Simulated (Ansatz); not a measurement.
NaF, CsCl type, relaxed with r2SCAN: it is cubic, Pm-3m (No. 221); conventional cell a = 2.793 Å, 10.90 Å³ an atom. Around Na lie 8 F at 2.42 Å; around F lie 8 Na at 2.42 Å. One-shot G0W0@PBE in Ansatz on a 6×6×6 mesh (contour deformation, no spin-orbit coupling), from a PBE gap of 6.128 eV over the mesh points (the G0W0 gap is indirect on the mesh); the number N of bands summed and the screening cutoff rise together. The calculation is spin-unpolarised, and the structure need not be a phase that has been made.

```
  N  cutoff (eV)  1000/N  G0W0 gap (eV)
 57          100  17.544         10.068
127          180   7.874         10.261
```

Lay a straight line in 1000/N through these rows.
The slope is -0.0200 eV per unit of 1000/N and the intercept 10.418 eV.

Predict the gap at N = 239 (260 eV).
10.418 + (-0.0200) × 4.184 = 10.334 eV; the run gives 10.412 eV, +0.078 eV from the line.

With that run's result added, what limit do the last two rows suggest?
Their slope is (10.412 − 10.261)/(4.184 − 7.874) = -0.0409, which meets 1/N = 0 at 10.58 eV, against 10.418 eV from the first line. The slope steepens, so 1/N isn't yet asymptotic and the true limit probably lies higher still; the k mesh isn't extrapolated.
